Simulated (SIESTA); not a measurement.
The system is Al2O3.

```
Al O
1.0
     3.01748    0.00000    0.00000
    -1.50874    2.61322    0.00000
     0.00000    0.00000    7.57464
Al O
2 3
Direct
  0.00000 0.00000 0.72205
  0.00000 0.00000 0.27795
  0.00000 0.00000 0.50000
  0.66667 0.33333 0.80055
  0.33333 0.66667 0.19945
```

Measurements of this composition are mostly on another form, of space group No. 167.

Base run:

| Property | Result |
| --- | --- |
| Program | SIESTA 5.4.2 |
| Functional | PBEsol |
| Potentials or basis | PseudoDojo 0.4 standard (PBEsol files) |
| Basis | DZP (energy shift 0.003 Ry) |
| Grid cutoff | 800 Ry |
| Energy shift | 0.003 Ry |
| k mesh | 10 × 10 × 4 |
| Occupations | fermi-dirac, width 0.05 eV |
| Spin | no spin polarisation |

Its results: band gap on the k mesh 2.10 eV, indirect (least direct gap 2.10 eV); pressure -2.2 GPa; largest force 0.209 eV/Å.

Q: The run is repeated on the same cell with these changes: functional from PBEsol to LDA; potentials or basis from PseudoDojo 0.4 standard (PBEsol files) to PseudoDojo 0.4 standard (LDA files). What comes out?

A: Band gap on the k mesh 2.14 eV, indirect (least direct gap 2.15 eV); pressure -7.3 GPa; largest force 0.303 eV/Å.

Caveats: the basis of atomic orbitals isn't converged, which shifts pressures, moduli and gaps.

Not every run made on this cell is shown here.
